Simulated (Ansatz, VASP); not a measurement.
Given: the input of a run of Ansatz 0.2.0 on Cd.

The input input.yaml:

```yaml
crystal:
  lattice:
    - [0.0, 2.2616539272, 2.2616539272]
    - [2.2616539272, 0.0, 2.2616539272]
    - [2.2616539272, 2.2616539272, 0.0]
  atoms:
    - { symbol: Cd, position: [0.0, 0.0, 0.0], spin: 0.5, spin_axis: [0.0, 0.0, 1.0] }
kpoints:
  mp_grid: { grid: [8, 8, 8] }
scf:
  occupations: { method: methfessel_paxton, width: 0.05 }
hamiltonian:
  xc: pbesol
  dispersion: d4
  pseudopotentials: { kind: all_electron, lapw: { basis_error: 0.001 } }
magnetization:
  noncollinear: true
  spin_orbit: true
output:
  forces: true
  stress: true
  eigenvalues: true
```

Potentials or basis: all-electron LAPW, relativistic spinors.

Launch:

```sh
$ ansatz run input.yaml --threads 1 --pin off --max-ram 2560MiB --backend cpu --events-out ev --progress --plain --runs-dir out
```

**Question.** Translate it to VASP 6.6.1. Potentials there: VASP PAW PBE potentials, release 64 (Cd).

**Answer.** As run (the cutoff follows the program's own potentials):

INCAR

```
PREC = Accurate ; ENCUT = 520
EDIFF = 1E-6 ; ISMEAR = 1
SIGMA = 0.05 ; LREAL = F
LASPH = T ; NELM = 150
ALGO = Fast ; ISIF = 2
LWAVE = F ; LCHARG = T
MAGMOM = 0 0 0.5 ; LORBIT = 11
LSORBIT = T ; GGA_COMPAT = F
LORBMOM = T ; GGA = PS
IVDW = 13 ; LVHAR = T
NBANDS = 23
```

File KPOINTS:

```
Automatic mesh
0
Gamma
  8 8 8
```

The input POSCAR:

```
Cd
1.0
    0.0000000000      2.2616539272      2.2616539272
    2.2616539272      0.0000000000      2.2616539272
    2.2616539272      2.2616539272      0.0000000000
Cd
1
Direct
    0.0000000000      0.0000000000      0.0000000000
```

Potentials or basis: VASP PAW PBE potentials, release 64 (Cd).

Launch:

```console
$ cat potpaw_PBE.64/Cd/POTCAR > POTCAR
$ mpirun -np 1 vasp_ncl > vasp.out
```

Both were run:

|  | VASP | Ansatz | Ansatz less VASP |
| --- | --- | --- | --- |
| gap on the k mesh at the Fermi level (eV) | none | none | - |
| pressure (GPa) | -5.7 | -5.9 | -0.26 |
| net moment per atom (μB) | 0.00 | 0.00 | 0.000 |
| dispersion energy (meV/atom) | -220.8 | -221.0 | -0.17 |

A gap of «none» marks a metal or a gap that the smearing closes. Ansatz ran all-electron here, so the differences hold the error of VASP's frozen core and of both bases.

Caveats: the PAW data sets were made with another functional, which shifts forces and pressure a little (VASP); the k mesh is thin for a metal, which can move the energy by tens of meV per atom (Ansatz); pairwise dispersion overbinds metals, which lowers pressure and volume (Ansatz); the starting moments weren't kept (Ansatz).
